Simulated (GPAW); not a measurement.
# SnTe (Fm-3m) in GPAW: notebook, part 2 of 2

GPAW 26.7.0. The steps go on from the part before.

### 4 Dielectric tensor, AM05

File run.py:

```python
import numpy as np
from ase.dft.bandgap import bandgap
from ase.io import read, write
from gpaw import GPAW, PW, setup_paths
from gpaw.response.df import DielectricFunction

setup_paths.insert(0, '.')

atoms = read('POSCAR')

calc = GPAW(mode=PW(400),
            xc='AM05',
            kpts={'size': (6, 6, 6), 'gamma': True},
            occupations={'name': 'fermi-dirac', 'width': 0.001},
            nbands=19,
            convergence={'density': 1e-06},
            maxiter=150,
            txt='gpaw.txt')
atoms.calc = calc
energy = atoms.get_potential_energy()
calc.write('gs.gpw')
write('result.traj', atoms)
print(f'Energy: {energy:.6f} eV')
print('Fermi level:', round(calc.get_fermi_level(), 4), 'eV')
print(f'Gap: {bandgap(calc)[0]:.4f} eV, direct: {bandgap(calc, direct=True)[0]:.4f} eV')

for size in [(18, 18, 18)]:
    name = 'x'.join(str(n) for n in size)
    dense = calc.fixed_density(kpts={'size': size, 'gamma': True},
                               nbands=36, convergence={'bands': 30, 'eigenstates': 1e-7},
                               update_fermi_level=True, txt=f'dense-{name}.txt')
    dense.write(f'{name}.gpw', mode='all')
    df = DielectricFunction(f'{name}.gpw', frequencies=np.array([0.0]), hilbert=False, eta=0.001,
                            ecut=80, nbands=30, intraband=False, txt=f'df-{name}.txt')
    for xc in ['RPA']:
        for direction in ['x', 'y', 'z', [0, 1, 1], [1, 0, 1], [1, 1, 0]]:
            e0, e = df.get_macroscopic_dielectric_constant(xc=xc, direction=direction)
            print(f'{name} {xc} {direction}: {e0:.4f} without, {e:.4f} with local fields')
```

File POSCAR:

```
SnTe
1.0
    0.0000000000      3.1508500000      3.1508500000
    3.1508500000      0.0000000000      3.1508500000
    3.1508500000      3.1508500000      0.0000000000
Te Sn
1 1
Direct
    0.5000000000      0.5000000000      0.5000000000
    0.0000000000      0.0000000000      0.0000000000
```

Potentials or basis: PAW data sets generated in the run's folder for this functional, pw.

Run with:

```sh
> gpaw-setup -f AM05 Sn Te
> OMP_NUM_THREADS=1 python run.py
```

gpaw.txt:

```text
__  _  _
 | _ |_)|_||  |
 |__||  | ||/\| - 26.7.0

Input parameters:
  mode=PW(ecut=400.0),
  convergence={'density': 1e-06},
  kpts=MonkhorstPack(size=(6, 6, 6), gamma=True),
  maxiter=150,
  nbands=19,
  occupations=Occupations(name='fermi-dirac', width=0.001),
  xc=XC(name='AM05')

Diagonalizing LCAO Hamiltonian
Converting LCAO to pw mode

                 Te

       Sn

Atoms  # Å, Bohr magnetons
|   | symbol |        x |        y |        z |    initial magnetic moments |
|---|--------|----------|----------|----------|-----------------------------|
| 0 |     Te | 3.150850 | 3.150850 | 3.150850 | ( 0.0000,  0.0000,  0.0000) |
| 1 |     Sn | 0.000000 | 0.000000 | 0.000000 | ( 0.0000,  0.0000,  0.0000) |

Unit cell  # Å
| periodic |        x |        y |        z |  lengths |    angles |
|----------|----------|----------|----------|----------|-----------|
|      yes | 0.000000 | 3.150850 | 3.150850 | 4.455975 | 60.000000 |
|      yes | 3.150850 | 0.000000 | 3.150850 | 4.455975 | 60.000000 |
|      yes | 3.150850 | 3.150850 | 0.000000 | 4.455975 | 60.000000 |

Number of symmetries: 48
Symmetry operations  # r_c * U_cc + t_c -> r_c
|    | kind |            matrix            |
|----|------|------------------------------|
|  0 |  σ   |  1, 0, 0,  1, 0,-1,  1,-1, 0 |
|  1 |  C2  |  1, 0, 0,  1,-1, 0,  1, 0,-1 |
|  2 |  E   |  1, 0, 0,  0, 1, 0,  0, 0, 1 |
|  3 |  σ   |  1, 0, 0,  0, 0, 1,  0, 1, 0 |
|  4 |  C4  |  1, 0,-1,  1, 0, 0,  1,-1, 0 |
|  5 |  S6  |  1, 0,-1,  1,-1, 0,  1, 0, 0 |
|  6 |  σ   |  1, 0,-1,  0, 1,-1,  0, 0,-1 |
|  7 |  C3  |  1, 0,-1,  0, 0,-1,  0, 1,-1 |
|  8 |  S6  |  1,-1, 0,  1, 0, 0,  1, 0,-1 |
|  9 |  C4  |  1,-1, 0,  1, 0,-1,  1, 0, 0 |
| 10 |  C3  |  1,-1, 0,  0,-1, 1,  0,-1, 0 |
| 11 |  σ   |  1,-1, 0,  0,-1, 0,  0,-1, 1 |
| 12 |  σ   |  0, 1, 0,  1, 0, 0,  0, 0, 1 |
| 13 |  C4  |  0, 1, 0,  0, 1,-1, -1, 1, 0 |
| 14 |  C3  |  0, 1, 0,  0, 0, 1,  1, 0, 0 |
| 15 |  S6  |  0, 1, 0, -1, 1, 0,  0, 1,-1 |
| 16 |  C2  |  0, 1,-1,  1, 0,-1,  0, 0,-1 |
| 17 |  σ   |  0, 1,-1,  0, 1, 0, -1, 1, 0 |
| 18 |  S4  |  0, 1,-1,  0, 0,-1,  1, 0,-1 |
| 19 |  C4  |  0, 1,-1, -1, 1, 0,  0, 1, 0 |
| 20 |  C3  |  0, 0, 1,  1, 0, 0,  0, 1, 0 |
| 21 |  σ   |  0, 0, 1,  0, 1, 0,  1, 0, 0 |
| 22 |  S6  |  0, 0, 1,  0,-1, 1, -1, 0, 1 |
| 23 |  C4  |  0, 0, 1, -1, 0, 1,  0,-1, 1 |
| 24 |  S4  |  0, 0,-1,  1, 0,-1,  0, 1,-1 |
| 25 |  C3  |  0, 0,-1,  0, 1,-1,  1, 0,-1 |
| 26 |  C2  |  0, 0,-1,  0,-1, 0, -1, 0, 0 |
| 27 |  S6  |  0, 0,-1, -1, 0, 0,  0,-1, 0 |
| 28 |  S4  |  0,-1, 1,  1,-1, 0,  0,-1, 0 |
| 29 |  C4  |  0,-1, 1,  0, 0, 1, -1, 0, 1 |
| 30 |  C2  |  0,-1, 1,  0,-1, 0,  1,-1, 0 |
| 31 |  σ   |  0,-1, 1, -1, 0, 1,  0, 0, 1 |
| 32 |  C3  |  0,-1, 0,  1,-1, 0,  0,-1, 1 |
| 33 |  S6  |  0,-1, 0,  0, 0,-1, -1, 0, 0 |
| 34 |  S4  |  0,-1, 0,  0,-1, 1,  1,-1, 0 |
| 35 |  C2  |  0,-1, 0, -1, 0, 0,  0, 0,-1 |
| 36 |  C2  | -1, 1, 0,  0, 1, 0,  0, 1,-1 |
| 37 |  S6  | -1, 1, 0,  0, 1,-1,  0, 1, 0 |
| 38 |  S4  | -1, 1, 0, -1, 0, 1, -1, 0, 0 |
| 39 |  C3  | -1, 1, 0, -1, 0, 0, -1, 0, 1 |
| 40 |  S6  | -1, 0, 1,  0, 0, 1,  0,-1, 1 |
| 41 |  C2  | -1, 0, 1,  0,-1, 1,  0, 0, 1 |
| 42 |  C3  | -1, 0, 1, -1, 1, 0, -1, 0, 0 |
| 43 |  S4  | -1, 0, 1, -1, 0, 0, -1, 1, 0 |
| 44 |  C2  | -1, 0, 0,  0, 0,-1,  0,-1, 0 |
| 45 |  i   | -1, 0, 0,  0,-1, 0,  0, 0,-1 |
| 46 |  σ   | -1, 0, 0, -1, 1, 0, -1, 0, 1 |
| 47 |  C2  | -1, 0, 0, -1, 0, 1, -1, 1, 0 |

BZ-sampling:
  Number of BZ points: 216
  Number of IBZ points: 16

  Monkhorst-Pack size: [6, 6, 6]
  Monkhorst-Pack shift: [0.08333333333333333, 0.08333333333333333, 0.08333333333333333]

K-points  # in reciprocal-cell coordinates
|     |                                coordinates |     weight |
|-----|--------------------------------------------|------------|
|   0 | (  0.00000000,   0.00000000,   0.00000000) | 0.00462963 |
|   1 | (  0.16666667,   0.16666667,   0.00000000) | 0.02777778 |
|   2 | (  0.16666667,   0.16666667,   0.16666667) | 0.03703704 |
|   3 | (  0.33333333,   0.16666667,   0.16666667) | 0.05555556 |
|   4 | (  0.33333333,   0.33333333,  -0.33333333) | 0.05555556 |
|   5 | (  0.33333333,   0.33333333,   0.00000000) | 0.02777778 |
|   6 | (  0.33333333,   0.33333333,   0.16666667) | 0.11111111 |
|   7 | (  0.33333333,   0.33333333,   0.33333333) | 0.03703704 |
|   8 | (  0.50000000,   0.33333333,  -0.33333333) | 0.11111111 |
|   9 | (  0.50000000,   0.33333333,  -0.16666667) | 0.05555556 |
| ... |                                            |            |
|  15 | (  0.50000000,   0.50000000,   0.50000000) | 0.01851852 |

Plane wave coefficients: 1158
Cutoff: 400.0 eV

Spin-components: 1 (collinear spins)
Bands:           19
Projectors:      11
Spin-degeneracy: 2
Datatype:        complex128

Parallelization:
  kpt:    1
  domain: 1
  band:   1

Density:
  Valence electrons: 20.0
  Components: 1
  Grid points: [21 21 21]
  Charge: 0.0  # |e|

Potential:
  Grid points: [21 21 21]

species:
  Te:
    name:    Tellurium
    Z:       52.0
    valence: 6
    core:    46
    charge:  0.0  # [|e|]
    compensation charges:
      type: gauss
      rc: 0.36  # [Å]
      lmax: 2
    cutoffs:
      filter: 2.09  # [Å]
      core: 3.17  # [Å]
    projectors
    | kind |    occ | energy [eV] | rcut [Å] |
    |------|--------|-------------|----------|
    |   5s |  2.000 |     -15.096 |    1.180 |
    |   5p |  4.000 |      -5.924 |    1.196 |
    |    s |        |      12.115 |    1.180 |
    |    p |        |      21.287 |    1.196 |
    |    d |        |       0.000 |    1.238 |

    Using partial waves for Te as LCAO basis

  Sn:
    name:    Tin
    Z:       50.0
    valence: 14
    core:    36
    charge:  0.0  # [|e|]
    compensation charges:
      type: gauss
      rc: 0.38  # [Å]
      lmax: 2
    cutoffs:
      filter: 2.23  # [Å]
      core: 2.35  # [Å]
    projectors
    | kind |    occ | energy [eV] | rcut [Å] |
    |------|--------|-------------|----------|
    |   5s |  2.000 |     -10.541 |    1.201 |
    |   5p |  2.000 |      -3.657 |    1.270 |
    |   4d | 10.000 |     -25.801 |    1.185 |
    |    s |        |      16.670 |    1.201 |
    |    p |        |      23.554 |    1.270 |
    |    d |        |       1.410 |    1.185 |

    Using partial waves for Sn as LCAO basis

Reference energy: -352515.799425  # eV

eigensolver:
  PPCG
  Converge bands: occupied
  niter=2

density mixing:
  MSR1-Mixer
  Pratt-step length: 0.05
  Maximum mixing coefficient: 0.75
  Old densities: 10
  SVD Regularization: 0.005
  Good broyden scale: 1.0
  Trust region scale: 1.0
  Backstep threshold: 4.0
  History deletion threshold: 6.0
  Fourier metric: weight=20.0, sigma=0.015

occupation numbers:
  Fermi-Dirac:
    width: 0.0010  # eV

poisson solver:
  ecut: 3200.0  # eV

xc functional:
  name: AM05 with 2 nearest neighbor stencil

convergence criteria:
- Maximum integral of absolute [dens]ity change: 1e-06 electrons / valence electron
- Maximum [total energy] change in last 3 cyles: 0.0005 eV / valence electron
- Maximum integral of absolute [eigenst]ate change: 4e-08 eV^2 / valence electron
maximum number of iterations: 150

SCF iterations
|iter     | |      energy | eigst |  dens |
|---------|-|-------------|-------|-------|
|iter:   1| |   -7.922695 | -0.23 |       |
|iter:   2| |   -7.916742 | -2.39 | -1.50 |
|iter:   3| |   -7.884494 | -2.79 | -1.54 |
|iter:   4| |   -7.884848 | -4.23 | -2.14 |
|iter:   5| |   -7.884955c| -5.03 | -2.66 |
|iter:   6| |   -7.884958c| -6.50 | -3.33 |
|iter:   7| |   -7.884958c| -7.84c| -4.26 |
|iter:   8| |   -7.884958c| -7.79c| -4.71 |
|iter:   9| |   -7.884958c| -8.38c| -5.90 |
|iter:  10| |   -7.884958c| -9.07c| -6.33c|

Converged in 10 steps
Energy contributions relative to reference atoms: (reference = -352515.799425)

Energy contributions:
  Kinetic:          13.868932
  Coulomb:         -14.150026
  Zero:              0.198208
  External:          0.000000
  Xc:               -7.802072
  Entropy:          -0.000000
  Spinorbit:         0.000000
  ----------------------------
  Free energy:      -7.884958
  Extrapolated:     -7.884958

dipole moment: (-21.411872, -21.411872, -21.411872)  # |e|*Ang

Fermi level: 6.414
Eigenvalues  # (at kpt = [0.000, 0.000, 0.000])
| band index |      eig [eV] | occ [0-2] |
|------------|---------------|-----------|
|          0 |       -15.473 |     2.000 |
|        ... |               |           |
|          2 |       -15.467 |     2.000 |
|          3 |       -15.467 |     2.000 |
|          4 |       -15.467 |     2.000 |
|          5 |        -6.442 |     2.000 |
|          6 |         1.662 |     2.000 |
|          7 |         4.221 |     2.000 |
[... 9 lines left out ...]
|         17 |        13.287 |     0.000 |
|         18 |        13.287 |     0.000 |

Gap: 0.124 eV
Transition (v -> c):
  (s=0, k=15, n=9, [0.50, 0.50, 0.50]) -> (s=0, k=15, n=10, [0.50, 0.50, 0.50])
No difference between direct/indirect transitions
# Writing to gs.gpw (mode='')
```

Run time: 3.9 min. Hardware: 1 thread of Arm Neoverse V1, shared host; peak memory 0.46 GiB.

What came out:

| Property | Result |
| --- | --- |
| Free energy | -7.8850 eV |
| Band gap on the k mesh | 0.12 eV, direct |
| Electronic dielectric tensor (diagonal) | 70.55 |

Electronic dielectric tensor:
```
70.55  0.00  0.00
 0.00 70.55  0.00
 0.00  0.00 70.55
```

Caveat: the gap is small at this level, which inflates the dielectric constant; the long-wavelength limit can be off by a per cent or two; spin-orbit coupling is left out, which moves the levels of the heavy elements.

### 5 Dielectric tensor, PBEsol

run.py: that of step 4 with these lines changed.

```diff
@@ -11,3 +11,3 @@
 calc = GPAW(mode=PW(400),
-            xc='AM05',
+            xc='PBEsol',
             kpts={'size': (6, 6, 6), 'gamma': True},
```

POSCAR is that of step 4.

Potentials or basis: PAW data sets generated in the run's folder for this functional, pw.

Run with:

```sh
> gpaw-setup -f PBEsol Sn Te
> OMP_NUM_THREADS=1 python run.py
```

gpaw.txt:

```text
__  _  _
 | _ |_)|_||  |
 |__||  | ||/\| - 26.7.0

Input parameters:
  mode=PW(ecut=400.0),
  convergence={'density': 1e-06},
  kpts=MonkhorstPack(size=(6, 6, 6), gamma=True),
  maxiter=150,
  nbands=19,
  occupations=Occupations(name='fermi-dirac', width=0.001),
  xc=XC(name='PBEsol')

Diagonalizing LCAO Hamiltonian
Converting LCAO to pw mode

                 Te

       Sn

Atoms  # Å, Bohr magnetons
|   | symbol |        x |        y |        z |    initial magnetic moments |
|---|--------|----------|----------|----------|-----------------------------|
| 0 |     Te | 3.150850 | 3.150850 | 3.150850 | ( 0.0000,  0.0000,  0.0000) |
| 1 |     Sn | 0.000000 | 0.000000 | 0.000000 | ( 0.0000,  0.0000,  0.0000) |

Unit cell  # Å
| periodic |        x |        y |        z |  lengths |    angles |
|----------|----------|----------|----------|----------|-----------|
|      yes | 0.000000 | 3.150850 | 3.150850 | 4.455975 | 60.000000 |
|      yes | 3.150850 | 0.000000 | 3.150850 | 4.455975 | 60.000000 |
|      yes | 3.150850 | 3.150850 | 0.000000 | 4.455975 | 60.000000 |

Number of symmetries: 48
Symmetry operations  # r_c * U_cc + t_c -> r_c
|    | kind |            matrix            |
|----|------|------------------------------|
|  0 |  σ   |  1, 0, 0,  1, 0,-1,  1,-1, 0 |
|  1 |  C2  |  1, 0, 0,  1,-1, 0,  1, 0,-1 |
|  2 |  E   |  1, 0, 0,  0, 1, 0,  0, 0, 1 |
|  3 |  σ   |  1, 0, 0,  0, 0, 1,  0, 1, 0 |
|  4 |  C4  |  1, 0,-1,  1, 0, 0,  1,-1, 0 |
[... 147 lines left out ...]
density mixing:
  MSR1-Mixer
  Pratt-step length: 0.05
  Maximum mixing coefficient: 0.75
  Old densities: 10
  SVD Regularization: 0.005
  Good broyden scale: 1.0
  Trust region scale: 1.0
  Backstep threshold: 4.0
  History deletion threshold: 6.0
  Fourier metric: weight=20.0, sigma=0.015

occupation numbers:
  Fermi-Dirac:
    width: 0.0010  # eV

poisson solver:
  ecut: 3200.0  # eV

xc functional:
  name: PBEsol with 2 nearest neighbor stencil

convergence criteria:
- Maximum integral of absolute [dens]ity change: 1e-06 electrons / valence electron
- Maximum [total energy] change in last 3 cyles: 0.0005 eV / valence electron
- Maximum integral of absolute [eigenst]ate change: 4e-08 eV^2 / valence electron
maximum number of iterations: 150

SCF iterations
|iter     | |      energy | eigst |  dens |
|---------|-|-------------|-------|-------|
|iter:   1| |   -8.514163 | -0.23 |       |
|iter:   2| |   -8.507963 | -2.42 | -1.51 |
|iter:   3| |   -8.472818 | -2.85 | -1.55 |
|iter:   4| |   -8.472538 | -4.30 | -2.15 |
|iter:   5| |   -8.472578c| -5.13 | -2.69 |
|iter:   6| |   -8.472581c| -6.53 | -3.37 |
|iter:   7| |   -8.472581c| -7.83c| -4.23 |
|iter:   8| |   -8.472581c| -7.86c| -4.74 |
|iter:   9| |   -8.472581c| -8.24c| -5.94 |
|iter:  10| |   -8.472581c| -8.97c| -6.35c|

Converged in 10 steps
Energy contributions relative to reference atoms: (reference = -352647.811924)

Energy contributions:
  Kinetic:          13.157876
  Coulomb:         -13.526237
  Zero:              0.210723
  External:          0.000000
  Xc:               -8.314943
  Entropy:          -0.000000
  Spinorbit:         0.000000
  ----------------------------
  Free energy:      -8.472581
  Extrapolated:     -8.472581

dipole moment: (-21.413950, -21.413950, -21.413950)  # |e|*Ang

Fermi level: 6.361
Eigenvalues  # (at kpt = [0.000, 0.000, 0.000])
| band index |      eig [eV] | occ [0-2] |
|------------|---------------|-----------|
|          0 |       -15.479 |     2.000 |
|        ... |               |           |
|          2 |       -15.470 |     2.000 |
|          3 |       -15.470 |     2.000 |
|          4 |       -15.470 |     2.000 |
|          5 |        -6.504 |     2.000 |
|          6 |         1.602 |     2.000 |
|          7 |         4.165 |     2.000 |
[... 9 lines left out ...]
|         17 |        13.230 |     0.000 |
|         18 |        13.230 |     0.000 |

Gap: 0.149 eV
Transition (v -> c):
  (s=0, k=15, n=9, [0.50, 0.50, 0.50]) -> (s=0, k=15, n=10, [0.50, 0.50, 0.50])
No difference between direct/indirect transitions
# Writing to gs.gpw (mode='')
```

df-18x18x18.txt:

```text
FrequencyGridDescriptor(from 0.000 to 0.000 eV, 1 points)
FrequencyGridDescriptor(from 0.000 to 0.000 eV, 1 points)

Calculating chi0 body with:
    Ground state adapter containing:
    Number of spins: 1
    Number of kpoints: 5832
    Number of irreducible kpoints: 195
    Number of completely occupied states: 10
    Number of partially occupied states: 10

    Linear response parametrization:
    q_c: [0.0, 0.0, 0.0]
    Number of frequency points: 1
    Planewave cutoff: 80.0
    Number of bands: 30
    Number of planewaves: 113
    Broadening (eta): 0.001

Integrating chi0 body.

Symmetries of q_c:
    Direct symmetries (Uq -> q): 48
    Indirect symmetries (TUq -> q): 0
In total 48 allowed symmetries.

Integral kind: response function

Calculating chi0 optical extensions with:
    Ground state adapter containing:
    Number of spins: 1
    Number of kpoints: 5832
    Number of irreducible kpoints: 195
    Number of completely occupied states: 10
    Number of partially occupied states: 10

    Linear response parametrization:
    Number of frequency points: 1
    Planewave cutoff: 80.0
    Number of bands: 30
    Number of planewaves: 113
    Broadening (eta): 0.001
Integrating chi0 head and wings.

Symmetries of q_c:
    Direct symmetries (Uq -> q): 48
    Indirect symmetries (TUq -> q): 0
In total 48 allowed symmetries.

Integral kind: response function wings

Finished calculating chi0
```

It took 3.8 min on 1 thread of Arm Neoverse V1, shared host; peak memory 0.46 GiB.

What came out:

```
Free energy                             : -8.4726 eV
Band gap on the k mesh                  : 0.15 eV, direct
Electronic dielectric tensor (diagonal) : 68.21
```

Electronic dielectric tensor:
```
68.21  0.00  0.00
 0.00 68.21  0.00
 0.00  0.00 68.21
```

Caveat: the gap is small at this level, which inflates the dielectric constant; the long-wavelength limit can be off by a per cent or two; spin-orbit coupling is left out, which moves the levels of the heavy elements.

### 6 Summary

| level | potentials or basis | gap on the mesh (eV) |
| --- | --- | --- |
| GLLB-SC | the program's PAW data sets (release 1.2.1) made for this functional, pw | - |
| LDA | the program's PAW data sets (release 1.2.1) made for this functional, pw | 0.11 |
| AM05 | PAW data sets generated in the run's folder for this functional, pw | 0.12 |
| PBEsol | PAW data sets generated in the run's folder for this functional, pw | 0.15 |

Alike in all rows: task dielectric tensor; no spin polarisation; cell as given; k mesh 6 × 6 × 6; cutoff (eV) 400; smearing fermi-dirac 0.001 eV.

Caveats: the gap is small at this level, which inflates the dielectric constant; the long-wavelength limit can be off by a per cent or two; spin-orbit coupling is left out, which moves the levels of the heavy elements; a model potential gives levels but no total energy (some runs); response on these states lacks terms of the Hamiltonian (some runs).

Absolute energies hang on the potentials; compare differences alone.

### 7 Against experiment

Step 2. The gap isn't set beside the deposited one, since the derivative discontinuity is missing.

Step 3. Against the measured gap of SnTe, 0.18 eV (direct; 300 K; a printed reference work, textbook), the calculated 0.11 eV is off by -0.07 eV. Spin-orbit coupling on Sn, Te is left out. The value is that of LDA on a finite k mesh, which can miss the band edges, without temperature or zero-point motion. Semilocal functionals fall short of measured gaps as a rule.

Step 4. Against the measured gap of SnTe, 0.18 eV (direct; 300 K; a printed reference work, textbook), the calculated 0.12 eV is off by -0.06 eV. Spin-orbit coupling on Sn, Te is left out. The value is that of AM05 on a finite k mesh, which can miss the band edges, without temperature or zero-point motion. Semilocal functionals fall short of measured gaps as a rule.

Step 5. A measured gap of SnTe is 0.18 eV (direct; 300 K; a printed reference work, textbook); the calculated 0.15 eV misses it by -0.03 eV. Spin-orbit coupling on Sn, Te is left out. The value is that of PBEsol on a finite k mesh, which can miss the band edges, without temperature or zero-point motion. Semilocal functionals fall short of measured gaps as a rule.
